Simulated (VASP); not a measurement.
# AlP (F-43m) in VASP: settings compared, part 2 of 2

VASP 6.6.1. The steps go on from the part before.

## Step 3: Single point, LDA

This run uses another cell than the first one, of 20.06 Å³/atom.

INCAR reads:

```
SYSTEM = AlP
PREC     = Accurate       ! precision mode
ENCUT    = 500            ! plane-wave cutoff, eV
EDIFF    = 1E-6           ! SCF threshold, eV
ISMEAR   = -1             ! smearing method
SIGMA    = 0.02           ! smearing width, eV
LREAL    = .FALSE.        ! projectors in reciprocal space
LASPH    = .TRUE.         ! aspherical terms in the spheres
NELM     = 120            ! most SCF steps
ALGO     = Normal         ! electronic algorithm
ISIF     = 2              ! what is computed and relaxed
LWAVE    = .FALSE.        ! write WAVECAR
LCHARG   = .FALSE.        ! write CHGCAR
NBANDS   = 11             ! bands
GGA_COMPAT= .FALSE.
```

KPOINTS reads:

```
Automatic mesh
0
G
  8 8 8
  0 0 0
```

POSCAR reads:

```
AlP
1.0
    0.0000000000      2.7169490107      2.7169490107
    2.7169490107      0.0000000000      2.7169490107
    2.7169490107      2.7169490107      0.0000000000
Al P
1 1
Direct
    0.0000000000      0.0000000000      0.0000000000
    0.2500000000      0.2500000000      0.2500000000
```

Potentials or basis: VASP PAW LDA potentials, release 64 (Al, P).

Launch:

```
> cat potpaw_LDA.64/Al/POTCAR potpaw_LDA.64/P/POTCAR > POTCAR
> mpirun -np 1 vasp_std > vasp.out
```

Wall time 8 s (1 thread of Intel Xeon Platinum 8259CL at 2.50GHz (Skylake/Cascade Lake), shared host); peak memory 0.13 GiB.

It converged, with:

| Property | Result |
| --- | --- |
| Free energy | -11.4122 eV |
| Pressure | 0.1 GPa |
| Band gap on the k mesh | 1.41 eV (least direct gap 3.24 eV) |

Levels at points of the mesh, in eV from the valence-band top:
```tsv
k point	band 1	band 2	band 3	band 4	band 5	band 6	band 7	band 8
(0.00, 0.00, 0.00)	-11.59	0.00	0.00	0.00	3.24	4.49	4.49	4.49
(0.50, 0.00, 0.00)	-9.86	-5.65	-0.78	-0.78	2.72	4.74	4.74	8.11
(0.50, 0.50, 0.00)	-9.17	-5.40	-2.15	-2.15	1.41	2.33	11.01	11.01
```

## Step 4: Single point, PBE

This run uses another cell than the first one, of 20.87 Å³/atom.

INCAR reads:

```
ALGO = Normal
EDIFF = 1E-6
ENCUT = 500
GGA = PE
GGA_COMPAT = False
ISIF = 2
ISMEAR = -1
LASPH = True
LCHARG = True
LELF = True
LREAL = False
LVHAR = True
LWAVE = False
NBANDS = 11
NELM = 120
PREC = Accurate
SIGMA = 0.02
```

KPOINTS reads:

```
k-points
0
Gamma
  8 8 8
```

POSCAR reads:

```
AlP
1.0
    0.0000000000      2.7532603793      2.7532603793
    2.7532603793      0.0000000000      2.7532603793
    2.7532603793      2.7532603793      0.0000000000
Al P
1 1
Direct
    0.0000000000      0.0000000000      0.0000000000
    0.2500000000      0.2500000000      0.2500000000
```

Potentials or basis: VASP PAW PBE potentials, release 64 (Al, P).

Launch:

```
> cat potpaw_PBE.64/Al/POTCAR potpaw_PBE.64/P/POTCAR > POTCAR
> mpirun -np 1 vasp_std > vasp.out
```

OUTCAR:

```text
EDIFF = 1E-6
   ENCUT = 500
   GGA = PE
   ISIF = 2
   ISMEAR = -1
   LASPH = True
   LREAL = False
   NELM = 120
   PREC = Accurate

 ion  position               nearest neighbor table
   1  0.000  0.000  0.000-   2 2.38   2 2.38   2 2.38   2 2.38
   2  0.250  0.250  0.250-   1 2.38   1 2.38   1 2.38   1 2.38

  LATTYP: Found a face centered cubic cell.
 ALAT       =     5.5065207586

  Lattice vectors:

 A1 = (   0.0000000000,   2.7532603793,   2.7532603793)
 A2 = (   2.7532603793,   0.0000000000,   2.7532603793)
 A3 = (   2.7532603793,   2.7532603793,   0.0000000000)

Analysis of symmetry for initial positions (statically):
=====================================================================
 Subroutine PRICEL returns:
 Original cell was already a primitive cell.

 Routine SETGRP: Setting up the symmetry group for a
 face centered cubic supercell.

 Subroutine GETGRP returns: Found 24 space group operations
 (whereof 24 operations were pure point group operations)
 out of a pool of 48 trial point group operations.

The static configuration has the point symmetry T_d .

[... 170 lines left out ...]
      3       4.3500      2.00000
      4       4.3500      2.00000
      5       7.4389      0.00000
      6       8.8758      0.00000
      7       8.8758      0.00000
      8       8.8758      0.00000
      9      13.1556      0.00000
     10      13.1556      0.00000
     11      14.4647      0.00000
[... 309 lines left out ...]
 k-point    24 :      -0.3750    0.2500    0.1250
  band No.  band energies     occupation
      1      -5.0928      2.00000
      2      -0.7251      2.00000
      3       1.8142      2.00000
      4       2.9063      2.00000
      5       8.2697      0.00000
      6       8.8474      0.00000
      7      11.1568      0.00000
      8      11.9718      0.00000
      9      13.2358      0.00000
     10      15.7067      0.00000
     11      16.9133      0.00000

 [... further k-points ...]

------------------------ aborting loop because EDIFF is reached ----------------------------------------

  FORCE on cell =-STRESS in cart. coord.  units (eV):
  Direction    XX          YY          ZZ          XY          YZ          ZX
  --------------------------------------------------------------------------------------
  -------------------------------------------------------------------------------------
  Total       -0.0092899     -0.0092899     -0.0092899     -0.0000000     -0.0000000     -0.0000000
  in kB       -0.3565742     -0.3565742     -0.3565742     -0.0000000     -0.0000000     -0.0000000
  external PRESSURE =      -0.3565742 kB  Pullay stress =       0.0000000 kB

 VOLUME and BASIS-vectors are now :
 -----------------------------------------------------------------------------
  energy-cutoff  :      500.00
  volume of cell :       41.74
      direct lattice vectors                 reciprocal lattice vectors
     0.000000000  2.753260379  2.753260379    -0.181602875  0.181602875  0.181602875
     2.753260379  0.000000000  2.753260379     0.181602875 -0.181602875  0.181602875
     2.753260379  2.753260379  0.000000000     0.181602875  0.181602875 -0.181602875

 POSITION                                       TOTAL-FORCE (eV/Angst)
 -----------------------------------------------------------------------------------
      0.00000      0.00000      0.00000        -0.000000     -0.000000     -0.000000
      1.37663      1.37663      1.37663         0.000000      0.000000      0.000000
 -----------------------------------------------------------------------------------
    total drift:                               -0.000000     -0.000000      0.000000

  FREE ENERGIE OF THE ION-ELECTRON SYSTEM (eV)
  ---------------------------------------------------
  free  energy   TOTEN  =       -10.3767720647 eV

  energy  without entropy=      -10.3767720647  energy(sigma->0) =      -10.37677206
```

stdout:

```text
POSCAR found type information on POSCAR AlP
 POSCAR found :  2 types and       2 ions
 scaLAPACK will be used
 LDA part: xc-table for (Slater+PW92), standard interpolation
 POSCAR, INCAR and KPOINTS ok, starting setup
 FFT: planning ... GRIDC
 FFT: planning ... GRID_SOFT
 FFT: planning ... GRID
 WAVECAR not read
 entering main loop
```

Wall time 9.9 s (1 thread of Intel Xeon Platinum 8259CL at 2.50GHz (Skylake/Cascade Lake), shared host); peak memory 0.15 GiB.

Results:

- Free energy: -10.3768 eV
- Pressure: 0.0 GPa
- Band gap on the k mesh: 1.63 eV (least direct gap 3.09 eV)

## Step 5: The runs side by side

```tsv
level	potentials or basis	cell	gap on the mesh (eV)	pressure (GPa)
PBEsol	VASP PAW PBE potentials, release 64 (Al, P)	a = 3.868 Å, angles 60.0°, 2 atoms	1.45	0.0
LDA	VASP PAW LDA potentials, release 64 (Al, P)	a = 3.842 Å, angles 60.0°, 2 atoms	1.41	0.1
PBE	VASP PAW PBE potentials, release 64 (Al, P)	a = 3.894 Å, angles 60.0°, 2 atoms	1.63	0.0
```

Alike in all rows: task single point; no spin polarisation; k mesh 8 × 8 × 8; cutoff (eV) 500; smearing fermi-dirac 0.02 eV.

Caveats: the PAW data sets were made with another functional, which shifts forces and pressure a little (at least some runs).

Absolute energies hang on the potentials; compare differences alone.

## Step 6: Comparison with measurements

Step 2. A measured gap of AlP is 2.505 eV (indirect; 4.2 K; a printed reference work, data compilation); the calculated 1.45 eV misses it by -1.06 eV. The value is that of PBEsol on a finite k mesh, which can miss the band edges, without temperature or zero-point motion. Semilocal functionals fall short of measured gaps as a rule.

Step 3. A measured gap of AlP is 2.505 eV (indirect; 4.2 K; a printed reference work, data compilation); the calculated 1.41 eV misses it by -1.09 eV. The value is that of LDA on a finite k mesh, which can miss the band edges, without temperature or zero-point motion. Semilocal functionals fall short of measured gaps as a rule.

Step 4. A measured gap of AlP is 2.505 eV (indirect; 4.2 K; a printed reference work, data compilation); the calculated 1.63 eV misses it by -0.88 eV. The value is that of PBE on a finite k mesh, which can miss the band edges, without temperature or zero-point motion. Semilocal functionals fall short of measured gaps as a rule.
